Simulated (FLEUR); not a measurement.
**TiC: single point with PBEsol**

TiC:

```
Ti C
1.0
     0.00000    2.16572    2.16572
     2.16572    0.00000    2.16572
     2.16572    2.16572    0.00000
Ti C
1 1
Direct
  0.00000 0.00000 0.00000
  0.50000 0.50000 0.50000
```

The cell is a database's computed one.

* Program: FLEUR MaX-R8.1 (later development tree)
* Task: single point
* Functional: PBEsol
* Potentials or basis: all-electron
* Basis: FLAPW
* Kmax: 4.71 1/bohr
* k mesh: 11 × 11 × 11
* Occupations: fermi-dirac, width 0.05 eV
* Spin: no spin polarisation

```json
{
  "Band gap on the k mesh": "none (metal or under the smearing width)",
  "Valence electrons inside the program's atomic spheres": "Ti 9.75; C 2.66 (radii Ti 2.08, C 1.59 bohr)"
}
```

Levels at points of the mesh, in eV from the Fermi level:
```tsv
k point	band 5	band 6	band 7	band 8	band 9	band 10	band 11	band 12
(0.00, 0.00, 0.00)	-12.43	0.61	0.61	0.61	1.65	1.65	1.65	1.68
```

Core levels (eV from the Fermi level):
| atom | levels |
| --- | --- |
| 1 Ti | 1s1/2 -4855.8, 2s1/2 -530.2, 2p1/2 -441.7, 2p3/2 -436.0 |
| 2 C | 1s1/2 -263.4 |

It took 82 s on 1 thread of Arm Neoverse N1, on a shared host, peak memory 0.06 GiB.
